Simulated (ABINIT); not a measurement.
Crystal: AlN.

```
Al N
1.0
     0.00000    2.18399    2.18399
     2.18399    0.00000    2.18399
     2.18399    2.18399    0.00000
Al N
1 1
Direct
  0.00000 0.00000 0.00000
  0.25000 0.25000 0.25000
```

Measurements of this composition are mostly on another form, of space group No. 186.

Program: ABINIT 10.8.3 (patched build). Alike in all runs: no spin polarisation; cell as given; smearing fermi-dirac 0.05 eV.

Task: Order these runs on this cell by their band gap on the k mesh, lowest first.
A. level BP86; potentials or basis PseudoDojo NC SR PBE v0.4.1 standard; k mesh 10 × 10 × 10; cutoff (eV) 1143
B. level rPW86PBE; potentials or basis PseudoDojo NC SR PBE v0.4.1 standard; k mesh 10 × 10 × 10; cutoff (eV) 1143
C. level r2SCAN; potentials or basis JTH PAW PBE v2.0; k mesh 6 × 6 × 6; cutoff (eV) 816; fine-grid cutoff 1414.99 eV
D. level LDA; potentials or basis JTH PAW LDA v2.0; k mesh 10 × 10 × 10; cutoff (eV) 680; fine-grid cutoff 1278.94 eV
E. level SOGGA; potentials or basis JTH PAW PBE v2.0; k mesh 10 × 10 × 10; cutoff (eV) 680; fine-grid cutoff 1278.94 eV

Result: E (3.04 eV), D (3.23 eV), A (3.44 eV), B (3.60 eV), C (3.89 eV).

A k mesh can miss the band edges.

Runs at the PBE level aren't shown here.
